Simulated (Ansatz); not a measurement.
**InSe: stress in a strained cell**

Aim: deform InSe (zz strain of -3 %) and compute stress, forces and field gradients with LAPW, PAW and all-electron datasets made for the crystal.

A COD entry behind a cell of this session may itself be a prediction, so a difference from it is no test against experiment.

Method: DFT PBEsol, scalar-relativistic, in Ansatz 0.2.0.

### Step 1. The system as given

The structure is trigonal, space group R3m (No. 160). The conventional cell has a = 4.000 Å, b = 4.000 Å, c = 24.950 Å, α = 90.00°, β = 90.00°, γ = 120.00°. In (site symmetry 3m) has 3 Se at 2.64 Å and 1 In at 2.80 Å as nearest neighbours. Se (site symmetry 3m) has 3 In at 2.64 Å as nearest neighbours.

Structure file:

```xyz
4
Lattice="2.0000 1.1547 8.3167 -2.0000 1.1547 8.3167 0.0000 -2.3094 8.3167" Properties=species:S:1:pos:R:3 pbc="T T T"
In    0.0000    0.0000    0.0000
In    0.0000    0.0000    2.7994
Se    0.0000    0.0000   15.3567
Se    0.0000    0.0000   20.7085
```

Atoms are numbered in the order of the input: In1, In2, Se3, Se4.

### Step 2. After the deformation

Space group R3m before, R3m after.

### Step 3. LAPW, all electrons

Input file input.yaml:

```yaml
crystal:
  lattice:
    - [1.9999996503, 1.1547003365, 8.0671699]
    - [-1.9999996503, 1.1547003365, 8.0671699]
    - [0.0, -2.309400673, 8.0671699]
  atoms:
    - { symbol: In, position: [0.0, 0.0, 0.0] }
    - { symbol: In, position: [0.1122, 0.1122, 0.1122] }
    - { symbol: Se, position: [0.6155, 0.6155, 0.6155] }
    - { symbol: Se, position: [0.83, 0.83, 0.83] }
kpoints:
  mp_grid: { grid: [7, 7, 7] }
  band_path:
    path:
      - [0.0, 0.0, 0.0]
      - [-0.5, -0.5, -0.5]
      - [-0.5, -0.1803252268, -0.8196747732]
      - [-0.1803252268, 0.1803252268, -0.5]
      - [0.0, 0.0, -0.5]
      - [0.0, 0.0, 0.0]
      - [0.0, 0.3401626134, -0.3401626134]
      - [-0.3401626134, 0.0, -0.6598373866]
      - [-0.5, 0.0, -0.5]
    npoints: 5
scf:
  occupations: { method: fermi_dirac, width: 0.01 }
hamiltonian:
  xc: pbesol
  pseudopotentials: { kind: all_electron, lapw: { basis_error: 0.001 } }
output:
  forces: true
  stress: true
  eigenvalues: true
```

The run is started by

```bash
ansatz run input.yaml --threads 1 --pin off --max-ram 6144MiB --backend cpu --events-out ev --progress --plain --runs-dir out
```

Output, cut to the lines that bear on the results:

```text
LAPW: plane waves up to 8.546 Å⁻¹, error target 1.0e-3 eV per atom; small_component_spin mean_spin; Se in spheres of 1.262 Å, 24 of its electrons in bands, Dirac shells []; In in spheres of 1.358 Å, 21 of its electrons in bands, Dirac shells []
[...]
Pseudopotentials: kind: all_electron
Pseudopotential: In, LAPW, valence charge 21, Koelling and Harmon's equation, gaussian nucleus
Pseudopotential: Se, LAPW, valence charge 24, Koelling and Harmon's equation, gaussian nucleus
Functional definition: PBEsol
[...]
Crystal: 4 atoms, lattice volume = 111.782 Å³
Basis set: ecut = 278.2814063190242 eV, 1203 PW (Γ), FFT grids on a1−a3, a2−a3, a3, exchange–correlation at level 2
Bands: 54, of which v1, the nominal top of the filled ones, is band 45 counted from 1 (44 counted from 0)
Symmetry: 6 space group operations
Space group: R3m (ITA 160), of the structure as read, at distance tolerance 4.8e-5 Å
k-points: 44 of 343 (time reversal used)
[...]
SCF iter   1: F=—  HF=-452111.075564 eV  |F-HF|=—  |Δ(HF+E_count)|=         —  Δρ=2.52e-2  dr2=1.37e0  ethr=1.52e-3  ⟨swp⟩=2.1  Hψ=15050  notcnv=0
[...]
the basis was enlarged: its passes take 486.5 KiB over the memory plan, 1 of 1 planned eigensolver slots
[...]
SCF iter  10: F=-452110.636041 eV  HF=-452110.636041 eV  |F-HF|=1.82e-8  |Δ(HF+E_count)|=   1.11e-9  Δρ=3.26e-6  dr2=1.64e-8  ethr=7.39e-11  ⟨swp⟩=3.0  Hψ=7100  notcnv=0
[...]
NSCF: frozen V_eff on 41 k-points
SCF converged after 10 iterations
Free energy (F): -452110.636041 eV
[...]
E sigma→0 (E₀):  -452110.636041 eV
Fermi energy:    9.812132 eV
[...]
--- Forces (eV/Å), atoms counted from 1 ---
  atom   1  In     0.00000000    -0.00000000    -0.04753100
  atom   2  In     0.00000000    -0.00000000     0.04724452
  atom   3  Se    -0.00000000     0.00000000    -0.24332421
  atom   4  Se     0.00000000     0.00000000     0.24360734
[...]
--- Stress (GPa, compression-positive) ---
        1.441755       0.000000       0.000000
        0.000000       1.441755       0.000000
        0.000000       0.000000       2.899446
  P = ⅓ Tr σ = 1.9277 GPa (19.277 kbar)
--- Band table (eV; the first three rows and the last of 44) ---
[...]
```

It took 2 min on 1 thread of Intel Xeon Platinum 8488C (Sapphire Rapids), shared host; peak memory 0.64 GiB.

This run gives: pressure 1.93 GPa; gap 0.20 eV, direct at T; largest force 0.244 eV/Å.

### Step 4. Frozen-core PAW

Input file input.yaml:

```yaml
crystal:
  lattice:
    - [1.9999996503, 1.1547003365, 8.0671699]
    - [-1.9999996503, 1.1547003365, 8.0671699]
    - [0.0, -2.309400673, 8.0671699]
  atoms:
    - { symbol: In, position: [0.0, 0.0, 0.0] }
    - { symbol: In, position: [0.1122, 0.1122, 0.1122] }
    - { symbol: Se, position: [0.6155, 0.6155, 0.6155] }
    - { symbol: Se, position: [0.83, 0.83, 0.83] }
kpoints:
  mp_grid: { grid: [7, 7, 7] }
scf:
  occupations: { method: fermi_dirac, width: 0.01 }
hamiltonian:
  xc: pbesol
  pseudopotentials: { kind: paw }
output:
  forces: true
  stress: true
  eigenvalues: true
  efg: { contact_densities: true }
```

The run is started by

```bash
ansatz run input.yaml --threads 1 --pin off --max-ram 6144MiB --backend cpu --events-out ev --progress --plain --runs-dir out
```

Output, cut to the lines that bear on the results:

```text
[...]
In: output.efg is read without spin–orbit coupling, which moves field gradients at and beside such atoms by some per cent and up to a factor of two; PAW files take it under magnetization.noncollinear and magnetization.spin_orbit
[...]
Pseudopotentials: kind: paw
Pseudopotential: In, paw, valence charge 13, recommended cutoff 420 eV (normal)
Pseudopotential: Se, paw, valence charge 16, recommended cutoff 420 eV (normal)
Functional definition: PBEsol
[...]
Crystal: 4 atoms, lattice volume = 111.782 Å³
Basis set: ecut = 420 eV, 2205 PW (Γ), FFT grids on a1−a3, a2−a3, a3, exchange–correlation on 54×54×120 points (8 copies of the dense FFT grid, shifted against one another)
Bands: 35, of which v1, the nominal top of the filled ones, is band 29 counted from 1 (28 counted from 0)
Symmetry: 6 space group operations
[...]
--- Stress (GPa, compression-positive) ---
        1.428350       0.000000      -0.000000
        0.000000       1.428350      -0.000000
        0.000000      -0.000000       2.891798
  P = ⅓ Tr σ = 1.9162 GPa (19.162 kbar)
--- PAW observables at the nuclei: V_zz in 10²¹ V/m², potentials from the cell's mean, atoms counted from 1 ---
  atom   1  In V_zz =   -11.707476   η = 0.0000   by run symmetry: allowed
            electrostatic potential = -7936.372049 V   contact ρ = 1131365.920545 e/Å³
  atom   2  In V_zz =   -11.728987   η = 0.0000   by run symmetry: allowed
            electrostatic potential = -7936.374188 V   contact ρ = 1131365.968424 e/Å³
  atom   3  Se V_zz =    -7.635895   η = 0.0000   by run symmetry: allowed
            electrostatic potential = -4710.303236 V   contact ρ = 262403.356344 e/Å³
  atom   4  Se V_zz =    -8.201459   η = 0.0000   by run symmetry: allowed
            electrostatic potential = -4710.300308 V   contact ρ = 262403.097565 e/Å³
--- Band table (eV; the first three rows and the last of 44) ---
[...]
```

It took 15 s on 1 thread of Intel Xeon Platinum 8488C (Sapphire Rapids), shared host; peak memory 0.52 GiB.

Read from it: pressure 1.92 GPa; gap on the k mesh 0.65 eV (an odd mesh misses the zone boundary); largest force 0.242 eV/Å; Vzz In1 -11.71 (η = 0.00), In2 -11.73 (η = 0.00), Se3 -7.64 (η = 0.00), Se4 -8.20 (η = 0.00) (10²¹ V/m²).

### Step 5. Datasets made for this crystal

Changes to input.yaml since step 4:

```diff
@@ -16,3 +16,3 @@
   xc: pbesol
-  pseudopotentials: { kind: paw }
+  pseudopotentials: { kind: all_electron, datasets: crystal }
 output:
```

The run is started by

```bash
ansatz run input.yaml --threads 1 --pin off --max-ram 6144MiB --backend cpu --events-out ev --progress --plain --runs-dir out
```

Output:

```text
basis.fft_grid_basis auto: the FFT boxes are laid along the combinations [[1, 0, -1], [0, 1, -1], [0, 0, 1]] of the cell's own vectors, 4.000, 4.000 and 8.391 Å long. The dense box has 24×24×45 points. Along the cell's own vectors, as sized, it would have 45×45×45, 3.52 times as many. Of the 6 symmetry operations that the crystal satisfies within crystal.symmetry.tolerance (time reversal apart; of a slab, those that keep its plane) the dense box along the cell's own vectors carries 6, and the one as laid loses 4 of those. basis.fft_grid_basis: typed keeps the cell's own vectors: state it where this run's energies or levels are differenced outside the engine with another run's, or held beside a run that keeps those vectors.
hamiltonian.pseudopotentials.datasets: crystal makes datasets for this crystal and solves the spheres of its atoms anew in each pass: cutoff 240.0 eV, the density's 960.0 eV; for an error of 0.50 meV an atom under PBE, 2.0 meV for the cell; an energy difference from a run of another recipe may be off by several times the error for the cell, under r2SCAN by more, where some 0.1 meV an atom stays at smaller errors; Se in spheres of 1.259 Å, 6 of its electrons in bands, 10 on its site; In in spheres of 1.355 Å, 13 of its electrons in bands, 8 on its site; only band paths and densities of states list, in semicore columns, the levels of the semicore shells that are solved separately: 3d of Se, 4s of In, 4p of In
In: output.efg is read without spin–orbit coupling, which moves field gradients at and beside such atoms by some per cent and up to a factor of two; PAW files take it under magnetization.noncollinear and magnetization.spin_orbit
Engine: ansatz 0.2.0
Pseudopotentials: kind: all_electron
Pseudopotential: In, paw, valence charge 21, recommended cutoff 240 eV (normal), Koelling and Harmon's equation, gaussian nucleus
Pseudopotential: Se, paw, valence charge 16, recommended cutoff 240 eV (normal), Koelling and Harmon's equation, gaussian nucleus
Functional definition: PBEsol
  exchange = pbesol_x
  correlation = pbesol_c
Crystal: 4 atoms, lattice volume = 111.782 Å³
Basis set: ecut = 240 eV, 939 PW (Γ), FFT grids on a1−a3, a2−a3, a3, exchange–correlation on 48×48×90 points (8 copies of the dense FFT grid, shifted against one another)
Bands: 23, of which v1, the nominal top of the filled ones, is band 19 counted from 1 (18 counted from 0)
Symmetry: 6 space group operations
Space group: R3m (ITA 160), of the structure as read, at distance tolerance 4.8e-5 Å
k-points: 44 of 343 (time reversal used)
Non-local potential: In, projectors of the file, l = 0: 1, l = 1: 1, l = 2: 2
Non-local potential: Se, projectors of the file, l = 0: 1, l = 1: 1
PAW form: soft (Blöchl's): semilocal exchange-correlation on the pseudo side does not see the compensation charge
PAW one-centre angular grid: In, 590 points (default); XC on its mesh's 1863 points in the sphere
PAW one-centre angular grid: Se, 110 points (default); XC on its mesh's 1873 points in the sphere
Initial density: superposition of atomic densities (neutral atoms: chi_scale 0, normalization atom)
Initial wavefunctions: pseudopotential atomic-orbital guess
Functional: x = pbesol(κ = 0.804, μ = 0.12345679012345678), c = pbesol(β = 0.046)
iter 1 solved again at ethr=4.44e-3 eV; its pass at ethr=1.00e-1 eV (dr2=1.69e0 eV) is discarded
SCF iter   1: F=—  HF=-452111.021821 eV  |F-HF|=—  |Δ(HF+E_count)|=         —  Δρ=2.81e-2  dr2=1.64e0  ethr=4.44e-3  ⟨swp⟩=4.2  Hψ=5163  notcnv=0
preconditioner: auto → Resta (q_TF=auto, 2.279 Å⁻¹)  ε∞=3.8  [insulator: Δε(μ)=0.764 eV  Ē_g=12.914 eV  σ=0.010 eV  W_gap=1.00  n_scr=28 (ndim 8)  ℏωp=21.7 eV  f_vac=0.002  D(μ)=0.00/eV (n_scr^D=0)  ε∞_Penn≈3.8]
SCF iter   2: F=—  HF=-452110.685468 eV  |F-HF|=—  |Δ(HF+E_count)|=   3.36e-1  Δρ=1.39e-2  dr2=2.53e-1  ethr=4.30e-3  ⟨swp⟩=3.1  Hψ=2333  notcnv=0  defer=3
SCF iter   3: F=—  HF=-452110.634753 eV  |F-HF|=—  |Δ(HF+E_count)|=   5.07e-2  Δρ=4.87e-3  dr2=3.08e-2  ethr=6.66e-4  ⟨swp⟩=3.0  Hψ=2451  notcnv=0  defer=4
iter 4 solved again at ethr=5.72e-6 eV; its pass at ethr=8.11e-5 eV (dr2=2.17e-3 eV) is discarded
SCF iter   4: F=—  HF=-452110.636573 eV  |F-HF|=—  |Δ(HF+E_count)|=   1.82e-3  Δρ=1.29e-3  dr2=2.22e-3  ethr=5.72e-6  ⟨swp⟩=2.4  Hψ=4929  notcnv=0  defer=12
SCF iter   5: F=—  HF=-452110.637015 eV  |F-HF|=—  |Δ(HF+E_count)|=   4.42e-4  Δρ=5.33e-4  dr2=4.19e-4  ethr=5.72e-6  ⟨swp⟩=3.3  Hψ=2176  notcnv=0  defer=13
SCF iter   6: F=—  HF=-452110.637359 eV  |F-HF|=—  |Δ(HF+E_count)|=   3.44e-4  Δρ=1.92e-4  dr2=5.95e-5  ethr=1.10e-6  ⟨swp⟩=3.1  Hψ=2363  notcnv=0  defer=4
SCF iter   7: F=—  HF=-452110.637361 eV  |F-HF|=—  |Δ(HF+E_count)|=   2.08e-6  Δρ=6.42e-5  dr2=4.75e-6  ethr=1.57e-7  ⟨swp⟩=3.1  Hψ=2714  notcnv=0  defer=4
SCF iter   8: F=—  HF=-452110.637360 eV  |F-HF|=—  |Δ(HF+E_count)|=   5.75e-7  Δρ=2.43e-5  dr2=1.22e-6  ethr=1.25e-8  ⟨swp⟩=3.1  Hψ=2617  notcnv=0  defer=4
SCF iter   9: F=—  HF=-452110.637362 eV  |F-HF|=—  |Δ(HF+E_count)|=   1.73e-6  Δρ=9.49e-6  dr2=1.40e-7  ethr=3.22e-9  ⟨swp⟩=3.0  Hψ=2455  notcnv=0  defer=2
SCF iter  10: F=-452110.637362 eV  HF=-452110.637362 eV  |F-HF|=5.41e-9  |Δ(HF+E_count)|=   1.05e-7  Δρ=1.93e-6  dr2=5.55e-9  ethr=3.68e-10  ⟨swp⟩=3.0  Hψ=2148  notcnv=0  defer=2
SCF 1 converged in 10 iterations: F = -452110.637359 eV  dr2 = 5.55e-9
  Residual-converged pass: ⟨swp⟩=3.1  Hψ=2610  notcnv=0  max |occ|·‖R‖ = 6.6e-6 eV (tolerance 6.7e-6 eV)  dr2=5.93e-9  dr2_onsite=1.84e-9  max |Δocc| = 9.8e-20
SCF converged after 10 iterations
Free energy (F): -452110.637359 eV
Harris-Foulkes:  -452110.637359 eV  (|F-HF|=5.41e-9)
Internal energy: -452110.637359 eV  (E = F + TS)
E sigma→0 (E₀):  -452110.637359 eV
Past the cutoff: the bands carry plane waves up to 1.75 times it, of which those up to 1.5 times it add -0.000326 eV an atom, each by itself; the spheres take 0.000737 eV an atom off the energy for waves past 1.75 times it
By the cutoff:   a pressure is off by up to 0.009 GPa (1.2 times the spheres' own share and the shells' term, over an atom's volume, and 0.004 GPa: a bound that held against runs at twice the plane waves)
Past the cutoffs: a stress includes 0.0041 GPa for waves and charges beyond them, in addition to the slope of what the spheres take
In the spheres:  the bands' charges fall short by 3.4e-7 e at most (sound up to 1e-3), those of shells solved beside the bands by 4.0e-8 e (sound up to 5e-4)
Fermi energy:    9.812048 eV
--- Per-component energies (eV) ---
  The terms above E_closure are by the made datasets' own strengths, without shells solved beside the bands.
--- Forces (eV/Å), atoms counted from 1 ---
  atom   1  In     0.00000000     0.00000000    -0.04749990
  atom   2  In     0.00000000     0.00000000     0.04722132
  atom   3  Se     0.00000000    -0.00000000    -0.24342584
  atom   4  Se     0.00000000     0.00000000     0.24370479
  max |Σ_I F_I| component: 3.70e-7 eV/Å
--- Stress (GPa, compression-positive) ---
        1.440168       0.000000       0.000000
        0.000000       1.440168      -0.000000
       -0.000000      -0.000000       2.897798
  P = ⅓ Tr σ = 1.9260 GPa (19.260 kbar)
  It holds what live shells' own plane waves past their cutoff add
--- PAW observables at the nuclei: V_zz in 10²¹ V/m², potentials from the cell's mean, atoms counted from 1 ---
  atom   1  In V_zz =   -11.711219   η = 0.0000   by run symmetry: allowed
            electrostatic potential = -7934.396068 V   contact ρ = 1131295.991605 e/Å³
  atom   2  In V_zz =   -11.731903   η = 0.0000   by run symmetry: allowed
            electrostatic potential = -7934.398101 V   contact ρ = 1131296.037379 e/Å³
  atom   3  Se V_zz =    -7.743569   η = 0.0000   by run symmetry: allowed
            electrostatic potential = -4708.656101 V   contact ρ = 262471.331987 e/Å³
  atom   4  Se V_zz =    -8.313267   η = 0.0000   by run symmetry: allowed
            electrostatic potential = -4708.653073 V   contact ρ = 262471.073286 e/Å³
--- Band table (eV; the first three rows and the last of 44) ---
  k-point 0: bands = ["-5.3459", "-5.1032", "-5.1032", "-4.9878", "-4.9878", "-4.9858", "-4.9858", "-4.7892", "-4.7771", "-4.7771", "-4.2150", "-3.6371", "3.0001", "6.2670", "7.9309", "8.1026", "8.1026", "8.2547", "8.2547", "11.2992"]
  k-point 1: bands = ["-5.3473", "-5.1902", "-5.1017", "-5.0856", "-4.9941", "-4.9734", "-4.9723", "-4.8211", "-4.7790", "-4.7014", "-3.9687", "-3.4506", "3.1544", "5.7535", "6.8859", "7.8012", "7.8387", "8.0423", "8.4768", "11.6783"]
  k-point 2: bands = ["-5.3933", "-5.2713", "-5.2319", "-5.1019", "-5.0091", "-4.9404", "-4.9387", "-4.8374", "-4.7826", "-4.6352", "-3.4310", "-3.0232", "3.3419", "4.7008", "5.6030", "7.3720", "7.5620", "7.5865", "8.4739", "11.1814"]
  k-point 43: bands = ["-5.3457", "-5.1751", "-5.1067", "-5.1021", "-4.9939", "-4.9735", "-4.9720", "-4.8283", "-4.7787", "-4.7016", "-3.7973", "-3.6353", "3.4816", "5.2619", "7.0039", "7.2223", "7.7471", "8.1494", "9.4820", "11.0598"]
```

Wall time 31 s (1 thread of Intel Xeon Platinum 8488C (Sapphire Rapids), shared host); peak memory 0.85 GiB.

Result: pressure 1.93 GPa; gap on the k mesh 0.65 eV (an odd mesh misses the zone boundary); largest force 0.244 eV/Å; Vzz In1 -11.71 (η = 0.00), In2 -11.73 (η = 0.00), Se3 -7.74 (η = 0.00), Se4 -8.31 (η = 0.00) (10²¹ V/m²).

### Step 6. Side by side

Stress (GPa, compression positive):

```
          method    xx    yy    zz    yz    xz    xy
            LAPW  1.44  1.44  2.90  0.00  0.00  0.00
             PAW  1.43  1.43  2.89  0.00  0.00  0.00
crystal datasets  1.44  1.44  2.90  0.00  0.00  0.00
```

Forces (eV/Å):

```
atom  LAPW x  LAPW y  LAPW z  PAW x  PAW y   PAW z  crystal datasets x  crystal datasets y  crystal datasets z
 In1   0.000   0.000  -0.048  0.000  0.000  -0.048               0.000               0.000              -0.047
 In2   0.000   0.000   0.047  0.000  0.000   0.048               0.000               0.000               0.047
 Se3   0.000   0.000  -0.243  0.000  0.000  -0.242               0.000               0.000              -0.243
 Se4   0.000   0.000   0.244  0.000  0.000   0.242               0.000               0.000               0.244
```

| method | pressure (GPa) | gap on the k mesh (eV) | largest force (eV/Å) | Vzz In1 (10²¹ V/m²) | Vzz In2 (10²¹ V/m²) | Vzz Se3 (10²¹ V/m²) | SCF cycles, all passes |
| --- | --- | --- | --- | --- | --- | --- | --- |
| LAPW | 1.93 | 0.65 | 0.244 | – | – | – | 10 |
| PAW | 1.92 | 0.65 | 0.242 | -11.71 | -11.73 | -7.64 | 7 |
| crystal datasets | 1.93 | 0.65 | 0.244 | -11.71 | -11.73 | -7.74 | 10 |

### Step 7. Summary of results

```
                                 quantity                                           value
                                 pressure  LAPW 1.93, PAW 1.92, crystal datasets 1.93 GPa
largest shear or deviatoric stress (LAPW)                                        0.97 GPa
```

The largest part of the stress beyond the pressure is 0.97 GPa in size, in the zz component; the atoms are carried along and not relaxed. No run of the undeformed cell stands beside it, so the pressure holds what the given cell had before the change. PAW: stress within 0.01 GPa of LAPW, forces within 1 meV/Å. Crystal datasets: stress within 0.01 GPa of LAPW, forces within 1 meV/Å.
